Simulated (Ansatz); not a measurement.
Predict the output of the script below (the Ansatz DFT code, driven from Python).

`kconv_nb.py`:
```python
import csv

import ansatz as az

structure = (
    az.Lattice.of([0.0, 2.115, 2.115], [2.115, 0.0, 2.115], [2.115, 2.115, 0.0])
    .atom('Nb', [0.0, 0.0, 0.0])
)

calculation = (
    structure.calculation()
    .basis(550)
    .functional(az.Functional.PBE)
    .occupations('methfessel_paxton', width=0.05)
)

rows = []
for value in [(3, 3, 3), (4, 4, 4), (6, 6, 6), (7, 7, 7), (9, 9, 9), (11, 11, 11)]:
    data = calculation.kpoints(*value).run().report
    rows.append((value, data['free_energy_ev'] / len(data['lattice']['sites']), data['n_iterations'], data['n_kpoints']))

with open('kconv.csv', 'w', newline='') as handle:
    writer = csv.writer(handle)
    writer.writerow(['mesh', 'F/atom (eV)', 'iterations', 'k-points'])
    writer.writerows([round(v, 5) if isinstance(v, float) else v for v in row] for row in rows)

for row in rows[:-1]:
    shift = 1000 * (row[1] - rows[-1][1])
    print(f'{row[0]}: {shift:+.2f} meV/atom' + ('  (within 2 meV)' if abs(shift) < 2 else ''))
```

```console
$ python kconv_nb.py
(3, 3, 3): +358.01 meV/atom
(4, 4, 4): +31.46 meV/atom
(6, 6, 6): -2.61 meV/atom
(7, 7, 7): -24.71 meV/atom
(9, 9, 9): +8.77 meV/atom
```

It writes `kconv.csv`:
```csv
mesh,F/atom (eV),iterations,k-points
"(3, 3, 3)",-4551.60293,6,4
"(4, 4, 4)",-4551.92947,5,8
"(6, 6, 6)",-4551.96355,5,16
"(7, 7, 7)",-4551.98565,5,20
"(9, 9, 9)",-4551.95217,5,35
"(11, 11, 11)",-4551.96094,4,56
```

Notes:
- The run is spin-unpolarised.
- This isn't the structure that Nb takes at ambient conditions.
- Shifts are counted from the finest mesh, which is itself no proven limit.
- The whole script took 1.5 s on 1 thread of Intel(R) Xeon(R) 6975P-C (Granite Rapids) (shared host), peak memory 0.35 GiB.

(Lines on the test bed's own set-up are left out of the output.)
